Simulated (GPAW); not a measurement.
A run of GPAW 26.7.0 is set up as follows.

Contents of run.py:

```python
import numpy as np
from ase.dft.bandgap import bandgap
from ase.io import read, write
from ase.units import GPa
from gpaw import GPAW, PW
from gpaw.spinorbit import soc_eigenstates

atoms = read('CdSe.xyz')

calc = GPAW(mode=PW(600),
            xc='MGGA_X_TPSS+MGGA_C_TPSS',
            kpts={'size': (6, 6, 6), 'gamma': True},
            occupations={'name': 'fermi-dirac', 'width': 0.05},
            nbands=18,
            convergence={'density': 1e-05, 'energy': 1e-05},
            eigensolver='davidson',
            maxiter=150,
            txt='gpaw.txt')
atoms.calc = calc
energy = atoms.get_potential_energy()
forces = atoms.get_forces()
stress = atoms.get_stress()
calc.write('gs.gpw')
write('result.traj', atoms)
print(f'Energy: {energy:.6f} eV')
print('Forces (eV/A):')
print(forces.round(4))
print('Stress (GPa):', (stress / GPa).round(3))
print('Fermi level:', round(calc.get_fermi_level(), 4), 'eV')
print(f'Gap: {bandgap(calc)[0]:.4f} eV, direct: {bandgap(calc, direct=True)[0]:.4f} eV')

path = atoms.cell.bandpath('GXWKGLUWLK,UX', npoints=60, eps=1e-4)
bs_calc = calc.fixed_density(kpts=path, symmetry='off', nbands=30,
                             convergence={'bands': 'CBM+6.0', 'eigenstates': 1e-6}, txt='bands.txt')
bs = bs_calc.band_structure()
bs.write('bs.json')
print(f'Gap on the path: {bandgap(bs_calc)[0]:.4f} eV')

soc = soc_eigenstates(bs_calc, theta=0, phi=0, ignore_xc_potential=True)
np.savetxt('soc_bands.dat', soc.eigenvalues(), fmt='%.4f')
mesh = soc_eigenstates('gs.gpw', theta=0, phi=0, ignore_xc_potential=True)
np.savetxt('soc_mesh.dat', mesh.eigenvalues(), fmt='%.4f')
print('Fermi level with spin-orbit coupling:', round(mesh.fermi_level, 4), 'eV')
```

File CdSe.xyz:

```xyz
2
Lattice="0.0000000000 3.0702711986 3.0702711986 3.0702711986 0.0000000000 3.0702711986 3.0702711986 3.0702711986 0.0000000000" Properties=species:S:1:pos:R:3 pbc="T T T"
Cd     0.0000000000      0.0000000000      0.0000000000
Se     1.5351355993      1.5351355993      1.5351355993
```

Potentials or basis: GPAW PAW data sets (gpaw-data 1.2.1), pw.

Run with:

```sh
$ OMP_NUM_THREADS=1 python run.py
```

Task: Predict the band gap along the path.

Result: 0.63 eV, direct.

Task: Predict the band gap on the k mesh.

Result: 0.63 eV, direct.

Task: Estimate the pressure.

Result: 0.7 GPa.

Levels at the corners of the path, in eV from the valence-band top:
```tsv
point	band 16	band 17	band 18	band 19	band 20	band 21
Γ	0.00	0.00	0.00	0.63	0.63	5.69
X	-1.98	-1.84	-1.84	3.23	3.23	3.78
W	-2.23	-2.21	-2.20	4.86	5.04	5.24
K	-2.51	-1.58	-1.58	3.75	3.76	5.08
Γ	0.00	0.00	0.00	0.63	0.63	5.69
L	-0.97	-0.73	-0.73	2.42	2.42	6.40
U	-2.51	-1.58	-1.58	3.75	3.76	5.08
W	-2.23	-2.21	-2.20	4.86	5.04	5.24
L	-0.97	-0.73	-0.73	2.42	2.42	6.40
K	-2.51	-1.58	-1.58	3.75	3.76	5.08
U	-2.51	-1.58	-1.58	3.75	3.76	5.08
X	-1.98	-1.84	-1.84	3.23	3.23	3.78
```

Caveat: spin-orbit coupling was added after a scalar SCF, so levels and gaps hold it while energy, forces, pressure and moments don't; this program's spin-orbit splittings come out too wide for heavy elements; the PAW data sets were made with another functional, which shifts forces and pressure a little. TPSS opens gaps a little over a GGA but as a rule still falls short of measured ones.
